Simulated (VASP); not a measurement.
# P in VASP: a series of runs, part 2 of 2

VASP 6.6.1.

## 3. Band structure, r2SCAN

Input file INCAR:

```
SYSTEM = P
  PREC = Accurate
  ENCUT = 520
  EDIFF = 1E-7
  ISMEAR = 0
  SIGMA = 0.03
  LREAL = .False.
  LASPH = .True.
  NELM = 120
  ALGO = All
  ISIF = 2
  LWAVE = .False.
  LCHARG = .False.
  LDIPOL = .True.
  IDIPOL = 3
  DIPOL = 0.5 0.5 0.500
  METAGGA = R2SCAN
  LMIXTAU = .True.
  NBANDS = 30
  LVHAR = .True.
  LVACPOTAV = .True.
  AMIN = 0.01
  KPAR = 4
```

Input file KPOINTS:

```
regular mesh
0
Gamma
  10 8 1
  0 0 0
```

Input file POSCAR:

```
P                                       
1.0
    3.3024505770      0.0000000000      0.0000000000
    0.0000000000      4.3280911477      0.0000000000
    0.0000000000      0.0000000000     25.3727681600
  P             
     8
Direct
     1.0000000000000000    0.5790209307519741    0.3574607572485388
     0.5000000000000000    0.9209790692480259    0.3574607572485388
     0.5000000000000000    0.0783740101432068    0.4416788812404545
     1.0000000000000000    0.4216259898567932    0.4416788812404545
     0.5000000000000000    0.5783740101432069    0.5583211187595455
     1.0000000000000000    0.9216259898567931    0.5583211187595455
     1.0000000000000000    0.0790209307519742    0.6425392427514612
     0.5000000000000000    0.4209790692480258    0.6425392427514612
```

Input file KPOINTS_OPT:

```
explicit points
76
Reciprocal
 0.0000000000  0.0000000000  0.0000000000 1
 0.0714285700  0.0000000000  0.0000000000 1
 0.1428571400  0.0000000000  0.0000000000 1
 0.2142857100  0.0000000000  0.0000000000 1
 0.2857142900  0.0000000000  0.0000000000 1
 0.3571428600  0.0000000000  0.0000000000 1
 0.4285714300  0.0000000000  0.0000000000 1
 0.5000000000  0.0000000000  0.0000000000 1
 0.5000000000  0.0833333300  0.0000000000 1
 0.5000000000  0.1666666700  0.0000000000 1
 0.5000000000  0.2500000000  0.0000000000 1
 0.5000000000  0.3333333300  0.0000000000 1
 0.5000000000  0.4166666700  0.0000000000 1
 0.5000000000  0.5000000000  0.0000000000 1
 0.4375000000  0.5000000000  0.0000000000 1
 0.3750000000  0.5000000000  0.0000000000 1
 0.3125000000  0.5000000000  0.0000000000 1
 0.2500000000  0.5000000000  0.0000000000 1
 0.1875000000  0.5000000000  0.0000000000 1
 0.1250000000  0.5000000000  0.0000000000 1
 0.0625000000  0.5000000000  0.0000000000 1
 0.0000000000  0.5000000000  0.0000000000 1
 0.0000000000  0.4166666700  0.0000000000 1
 0.0000000000  0.3333333300  0.0000000000 1
 0.0000000000  0.2500000000  0.0000000000 1
 0.0000000000  0.1666666700  0.0000000000 1
 0.0000000000  0.0833333300  0.0000000000 1
 0.0000000000  0.0000000000  0.0000000000 1
 0.0416666700  0.0416666700  0.0000000000 1
 0.0833333300  0.0833333300  0.0000000000 1
 0.1250000000  0.1250000000  0.0000000000 1
 0.1666666700  0.1666666700  0.0000000000 1
 0.2083333300  0.2083333300  0.0000000000 1
 0.2500000000  0.2500000000  0.0000000000 1
 0.2916666700  0.2916666700  0.0000000000 1
 0.3333333300  0.3333333300  0.0000000000 1
 0.3750000000  0.3750000000  0.0000000000 1
 0.4166666700  0.4166666700  0.0000000000 1
 0.4583333300  0.4583333300  0.0000000000 1
 0.5000000000  0.5000000000  0.0000000000 1
 0.0000000000  0.0000000000  0.0000000000 1
 0.0063338600  0.0000000000  0.0000000000 1
-0.0063338600  0.0000000000  0.0000000000 1
 0.0184737500  0.0000000000  0.0000000000 1
-0.0184737500  0.0000000000  0.0000000000 1
 0.0000000000  0.0083638500  0.0000000000 1
 0.0000000000 -0.0083638500  0.0000000000 1
 0.0000000000  0.0243945500  0.0000000000 1
 0.0000000000 -0.0243945500  0.0000000000 1
 0.5000000000  0.0000000000  0.0000000000 1
 0.5063338600  0.0000000000  0.0000000000 1
 0.4936661400  0.0000000000  0.0000000000 1
 0.5184737500  0.0000000000  0.0000000000 1
 0.4815262500  0.0000000000  0.0000000000 1
 0.5000000000  0.0083638500  0.0000000000 1
 0.5000000000 -0.0083638500  0.0000000000 1
 0.5000000000  0.0243945500  0.0000000000 1
 0.5000000000 -0.0243945500  0.0000000000 1
 0.5000000000  0.5000000000  0.0000000000 1
 0.5063338600  0.5000000000  0.0000000000 1
 0.4936661400  0.5000000000  0.0000000000 1
 0.5184737500  0.5000000000  0.0000000000 1
 0.4815262500  0.5000000000  0.0000000000 1
 0.5000000000  0.5083638500  0.0000000000 1
 0.5000000000  0.4916361500  0.0000000000 1
 0.5000000000  0.5243945500  0.0000000000 1
 0.5000000000  0.4756054500  0.0000000000 1
 0.0000000000  0.5000000000  0.0000000000 1
 0.0063338600  0.5000000000  0.0000000000 1
-0.0063338600  0.5000000000  0.0000000000 1
 0.0184737500  0.5000000000  0.0000000000 1
-0.0184737500  0.5000000000  0.0000000000 1
 0.0000000000  0.5083638500  0.0000000000 1
 0.0000000000  0.4916361500  0.0000000000 1
 0.0000000000  0.5243945500  0.0000000000 1
 0.0000000000  0.4756054500  0.0000000000 1
```

Potentials or basis: VASP PAW PBE potentials, release 64 (P).

On the command line:

```
> cat potpaw_PBE.64/P/POTCAR > POTCAR
> mpirun -np 4 vasp_std > vasp.out
```

OUTCAR:

```text
SYSTEM = P
   PREC = Accurate
   ENCUT = 520
   EDIFF = 1E-7
   ISMEAR = 0
   LREAL = .False.
   LASPH = .True.
   NELM = 120
   ISIF = 2
   METAGGA = R2SCAN

 ion  position               nearest neighbor table
   1  0.000  0.579  0.357-   2 2.22   2 2.22   4 2.24
   2  0.500  0.921  0.357-   1 2.22   1 2.22   3 2.24
   3  0.500  0.078  0.442-   4 2.22   4 2.22   2 2.24
   4  0.000  0.422  0.442-   3 2.22   3 2.22   1 2.24
   5  0.500  0.578  0.558-   6 2.22   6 2.22   8 2.24
   6  0.000  0.922  0.558-   5 2.22   5 2.22   7 2.24
   7  0.000  0.079  0.643-   8 2.22   8 2.22   6 2.24
[... 1017 lines left out ...]
  in kB        5.3416668      6.0663399      2.3942653     -0.0000000      0.0000000      0.0000000
  external PRESSURE =       4.6007573 kB  Pullay stress =       0.0000000 kB

 VOLUME and BASIS-vectors are now :
 -----------------------------------------------------------------------------
  energy-cutoff  :      520.00
  volume of cell :      362.66
      direct lattice vectors                 reciprocal lattice vectors
     3.302450577  0.000000000  0.000000000     0.302805440  0.000000000  0.000000000
     0.000000000  4.328091148  0.000000000     0.000000000  0.231048739  0.000000000
     0.000000000  0.000000000 25.372768160     0.000000000  0.000000000  0.039412333

 POSITION                                       TOTAL-FORCE (eV/Angst)
 -----------------------------------------------------------------------------------
      0.00000      2.50606      9.06977         0.000000      0.316877      0.059841
      1.65123      3.98608      9.06977         0.000000     -0.316877      0.059841
      1.65123      0.33921     11.20662        -0.000000      0.309043     -0.244042
      0.00000      1.82484     11.20662         0.000000     -0.309043     -0.244042
      1.65123      2.50326     14.16615        -0.000000      0.309043      0.244042
      0.00000      3.98888     14.16615        -0.000000     -0.309043      0.244042
      0.00000      0.34201     16.30300         0.000000      0.316877     -0.059841
      1.65123      1.82204     16.30300         0.000000     -0.316877     -0.059841
 -----------------------------------------------------------------------------------
    total drift:                                0.000000     -0.000000      0.000000

  FREE ENERGIE OF THE ION-ELECTRON SYSTEM (eV)
  ---------------------------------------------------
  free  energy   TOTEN  =       -71.5436763817 eV

  energy  without entropy=      -71.5436763817  energy(sigma->0) =      -71.54367638

 vacuum level on the upper side and lower side of the slab         4.643         4.643
```

OSZICAR:

```text
N       E                     dE             d eps       ncg     rms           ort
DAV:   1     0.217305504725E+03    0.21731E+03   -0.15820E+04   900   0.108E+03
DAV:   2    -0.508775778089E+02   -0.26818E+03   -0.25848E+03   900   0.194E+02
DAV:   3    -0.784276990079E+02   -0.27550E+02   -0.27244E+02   900   0.657E+01
DAV:   4    -0.792377580722E+02   -0.81006E+00   -0.80721E+00   900   0.131E+01
[... 41 lines left out ...]
DAV:   2     0.108271339265E+05   -0.40963E+04     1408
DAV:   3     0.104298869694E+05   -0.39725E+03     1160
DAV:   4     0.104200264117E+05   -0.98606E+01     1432
DAV:   5     0.104198169589E+05   -0.20945E+00     1340
DAV:   6     0.104198073197E+05   -0.96392E-02     1468
DAV:   7     0.104198071119E+05   -0.20781E-03     1358
DAV:   8     0.104198071037E+05   -0.81717E-05     1436
DAV:   9     0.104198071033E+05   -0.42869E-06     1066
DAV:  10     0.104198071033E+05   -0.23067E-07      932
```

stdout:

```text
POSCAR found type information on POSCAR P
 POSCAR found :  1 types and       8 ions
 scaLAPACK will be used
 -----------------------------------------------------------------------------
|                                                                             |
|                                                                             |
|     You enforced a specific xc type in the INCAR file but a different       |
[... 36 lines left out ...]
 gam= 0.000 trial= 0.510  step=  0.5439 mean=  0.5101
 gam= 0.000 g(H,U,f)=  0.133E-06 0.337E-07 0.284E-20 ort(H,U,f) = 0.160E-06 0.437E-07 0.435E-20
 gam= 0.000 trial= 0.513  step=  0.4559 mean=  0.5135
 final diagonalization occupied
 Start KPOINTS_OPT (optional k-point list driver)
k-point batch [1-30\76]
k-point batch [31-60\76]
k-point batch [61-76\76]
```

It took 11 min on 4 MPI ranks of Intel Xeon Platinum 8488C (Sapphire Rapids), shared host; peak memory 0.86 GiB.

Results:

```yaml
Free_energy: -71.5437 eV
Largest_force: 0.394 eV/Å
Band_gap_on_the_k_mesh: 0.28 eV, direct
Band_gap_along_the_path: 0.28 eV, direct
Ionisation_potential_of_the_upper_face: 4.57 eV
```

Forces in eV/Å, atoms in the order of the input:
```
P    0.000  0.317  0.060
P    0.000 -0.317  0.060
P    0.000  0.309 -0.244
P    0.000 -0.309 -0.244
P    0.000  0.309  0.244
P    0.000 -0.309  0.244
P    0.000  0.317 -0.060
P    0.000 -0.317 -0.060
```

Caveat: the PAW data sets were made with another functional, which shifts forces and pressure a little. r2SCAN opens gaps a little over a GGA but as a rule still falls short of measured ones.

## 4. Phonons, LDA

This run uses another cell than the first one, of 44.27 Å³/atom, 0.977 times its volume.

Input file POSCAR:

```
P
1.0
    3.2854428861      0.0000000000      0.0000000000
    0.0000000000      4.2489092029      0.0000000000
    0.0000000000      0.0000000000     25.3727681600
  P
     8
Direct
     0.0000000000000000    0.5773185131935819    0.3584000719143958
     0.5000000000000000    0.9226814868064181    0.3584000719143958
     0.5000000000000000    0.0762391445431518    0.4425795873938796
     0.0000000000000000    0.4237608554568482    0.4425795873938796
     0.5000000000000000    0.5762391445431518    0.5574204126061204
     0.0000000000000000    0.9237608554568482    0.5574204126061204
     0.0000000000000000    0.0773185131935819    0.6415999280856042
     0.5000000000000000    0.4226814868064181    0.6415999280856042
```

Input file INCAR.step1:

```
SYSTEM = P
PREC = Accurate ; ENCUT = 600
EDIFF = 1E-8 ; ISMEAR = 0
SIGMA = 0.03 ; LREAL = .False.
LASPH = .True. ; NELM = 80
ALGO = Normal ; ISIF = 2
LWAVE = .False. ; LCHARG = .False.
LATTICE_CONSTRAINTS = .TRUE. .TRUE. .FALSE. ; KPAR = 4
IBRION = 2 ; NSW = 40
EDIFFG = -0.002
```

Input file INCAR.step2:

```
SYSTEM = P
PREC = Accurate ; ENCUT = 600
EDIFF = 1E-8 ; ISMEAR = 0
SIGMA = 0.03 ; LREAL = .False.
LASPH = .True. ; NELM = 80
ALGO = Normal ; ISIF = 2
LWAVE = .False. ; LCHARG = .False.
LATTICE_CONSTRAINTS = .TRUE. .TRUE. .FALSE. ; KPAR = 4
IBRION = 6 ; NFREE = 2
POTIM = 0.015 ; NSW = 1
```

KPOINTS is that of step 3.

Potentials or basis: VASP PAW LDA potentials, release 64 (P).

On the command line:

```
> cat potpaw_LDA.64/P/POTCAR > POTCAR
> cp INCAR.step1 INCAR
> mpirun -np 4 vasp_std > vasp.out
> cp CONTCAR POSCAR
> cp INCAR.step2 INCAR
> mpirun -np 4 vasp_std > vasp.out
```

OUTCAR:

```text
SYSTEM = P
   PREC = Accurate
   ENCUT = 600
   EDIFF = 1E-8
   ISMEAR = 0
   LREAL = .False.
   LASPH = .True.
   NELM = 80
   ISIF = 2
   IBRION = 6
   NFREE = 2
   POTIM = 0.015
   NSW = 1

 ion  position               nearest neighbor table
   1  0.000  0.577  0.358-   2 2.20   2 2.20   4 2.23
   2  0.500  0.923  0.358-   1 2.20   1 2.20   3 2.23
   3  0.500  0.076  0.443-   4 2.21   4 2.21   2 2.23
   4  0.000  0.424  0.443-   3 2.21   3 2.21   1 2.23
[... 1167 lines left out ...]
 ----------------------------------------------------

   1 f  =   13.980050 THz    87.839247 2PiTHz  466.324287 cm-1    57.816817 meV
             X         Y         Z           dx          dy          dz
      0.000000  2.452870  9.093552    -0.000000   -0.296411   -0.029979
      1.642721  3.920494  9.093552     0.000000    0.296411   -0.029979
      1.642721  0.323699 11.229483     0.000000    0.400125    0.033787
      0.000000  1.800756 11.229483    -0.000000   -0.400125    0.033787
      1.642721  2.448153 14.143285     0.000000    0.400125   -0.033787
      0.000000  3.925211 14.143285    -0.000000   -0.400125   -0.033787
      0.000000  0.328416 16.279216     0.000000   -0.296411    0.029979
      1.642721  1.796039 16.279216    -0.000000    0.296411    0.029979
[... 243 lines left out ...]
  24 f/i=    4.261698 THz    26.777038 2PiTHz  142.154943 cm-1    17.624959 meV
             X         Y         Z           dx          dy          dz
      0.000000  2.452870  9.093552    -0.000000    0.020552    0.368305
      1.642721  3.920494  9.093552    -0.000000    0.020552   -0.368305
      1.642721  0.323699 11.229483    -0.000000   -0.020378   -0.336918
      0.000000  1.800756 11.229483    -0.000000   -0.020378    0.336918
      1.642721  2.448153 14.143285    -0.000000   -0.020378    0.336918
      0.000000  3.925211 14.143285    -0.000000   -0.020378   -0.336918
      0.000000  0.328416 16.279216    -0.000000    0.020552   -0.368305
      1.642721  1.796039 16.279216    -0.000000    0.020552    0.368305

 ELASTIC MODULI CONTR FROM IONIC RELAXATION (kBar)
 Direction    XX          YY          ZZ          XY          YZ          ZX
 --------------------------------------------------------------------------------
 XX         -47.5347   -125.8442    -91.8238      0.0000      0.0000     -0.0000
 YY        -125.8442   -375.0426    -97.4801     -0.0000     -0.0000     -0.0000
 ZZ         -91.8238    -97.4801   -739.1092      0.0000      0.0000      0.0000
 XY           0.0000     -0.0000      0.0000   -247.0427      0.0000     -0.0000
 YZ           0.0000     -0.0000      0.0000      0.0000   -226.3837     -0.0000
 ZX          -0.0000     -0.0000      0.0000     -0.0000     -0.0000   -207.6272
 --------------------------------------------------------------------------------
```

OSZICAR.step1:

```text
N       E                     dE             d eps       ncg     rms          rms(c)
DAV:   1     0.287798921218E+03    0.28780E+03   -0.15631E+04  1500   0.137E+03
DAV:   2    -0.161791988550E+02   -0.30398E+03   -0.29866E+03  2254   0.232E+02
[... 27 lines left out ...]
       N       E                     dE             d eps       ncg     rms          rms(c)
DAV:   1    -0.478750149257E+02   -0.16908E-05   -0.16034E-04  1652   0.611E-02    0.853E-03
DAV:   2    -0.478750160358E+02   -0.11101E-05   -0.12580E-05  2094   0.181E-02    0.272E-03
DAV:   3    -0.478750160000E+02    0.35755E-07   -0.27921E-07  2280   0.315E-03    0.219E-03
DAV:   4    -0.478750159879E+02    0.12159E-07   -0.71375E-08  1927   0.133E-03    0.103E-03
DAV:   5    -0.478750159882E+02   -0.32287E-09   -0.14765E-08  1125   0.646E-04
   2 F= -.47875016E+02 E0= -.47874993E+02  d E =-.274914E-05
```

Run time: 16 min. Hardware: 4 MPI ranks of Intel Xeon Platinum 8488C (Sapphire Rapids), shared host; peak memory 0.8 GiB.

Results:

- Highest phonon frequency at Γ: 466 cm⁻¹
- Most unstable mode: 142i cm⁻¹

Phonon frequencies in cm⁻¹ (negative: imaginary):
```tsv
q point	frequencies
(0.000, 0.000, 0.000)	-142 0 0 0 22 41 75 136 186 186 212 220 360 363 405 410 423 425 428 428 447 450 466 466
```

Caveat: some modes are imaginary.

## 5. Overview

```csv
task,level,potentials or basis,cell,cutoff (eV),dipole correction,by perturbation theory,gap on the mesh (eV)
band structure,PBE+D3(BJ),"VASP PAW PBE potentials, release 64 (P)","Pbcm, 45.33 Å³/atom",520,yes,-,0.14
band structure,r2SCAN,"VASP PAW PBE potentials, release 64 (P)","Pbcm, 45.33 Å³/atom",520,yes,-,0.28
phonons,LDA,"VASP PAW LDA potentials, release 64 (P)","Pbcm, 44.27 Å³/atom",600,-,no,-
```

Alike in all rows: no spin polarisation; k mesh 10 × 8 × 1; smearing gaussian 0.03 eV.

Caveats: the PAW data sets were made with another functional, which shifts forces and pressure a little (some runs); some modes are imaginary (some runs).

Absolute energies hang on the potentials; compare differences alone.
